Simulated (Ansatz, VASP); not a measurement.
CaF2 (k06) in VASP and in Ansatz

INCAR

```
PREC = Accurate
ENCUT = 520
EDIFF = 1E-6
ISMEAR = 0
SIGMA = 0.02
LREAL = False
LASPH = True
NELM = 100
ALGO = Fast
ISIF = 2
LWAVE = False
LCHARG = True
GGA = PS
LELF = True
LVHAR = True
NBANDS = 19
```

Contents of KPOINTS:

```
regular mesh
0
Gamma
  12 12 12
```

POSCAR

```
CaF2
1.0
    0.0000000000      2.7103834723      2.7103834723
    2.7103834723      0.0000000000      2.7103834723
    2.7103834723      2.7103834723      0.0000000000
Ca F
1 2
Direct
    0.0000000000      0.0000000000      0.0000000000
    0.2500000000      0.2500000000      0.2500000000
    0.7500000000      0.7500000000      0.7500000000
```

Input for Ansatz:

```yaml
crystal:
  lattice:
    - [0.0, 2.7103834723, 2.7103834723]
    - [2.7103834723, 0.0, 2.7103834723]
    - [2.7103834723, 2.7103834723, 0.0]
  atoms:
    - { symbol: Ca, position: [0.0, 0.0, 0.0] }
    - { symbol: F, position: [0.25, 0.25, 0.25] }
    - { symbol: F, position: [0.75, 0.75, 0.75] }
basis:
  ecutwfc: 420
kpoints:
  mp_grid: { grid: [12, 12, 12] }
hamiltonian:
  xc: pbesol
scf:
  occupations: { method: gaussian, width: 0.02 }
output:
  forces: true
  stress: true
  eigenvalues: true
```

Alike in both runs: task single point; functional PBEsol; k mesh 12 × 12 × 12; occupations gaussian, width 0.02 eV; no spin polarisation.

```csv
,VASP,Ansatz
version,VASP 6.6.1,Ansatz 0.2.0
potentials or method,"VASP PAW PBE potentials, release 64 (Ca_sv, F)","scalar-relativistic, plane waves, PAW"
plane-wave cutoff (eV),520,420
valence electrons in the cell,24,24
```

```tsv
	VASP	Ansatz	Ansatz less VASP
gap on the k mesh at the Fermi level (eV)	7.22	7.25	+0.025
least direct gap on the mesh (eV)	7.48	7.51	+0.023
pressure (GPa)	0.2	0.0	-0.26
```

Caveats: the PAW data sets were made with another functional, which shifts forces and pressure a little (VASP). A k mesh can miss the band edges.
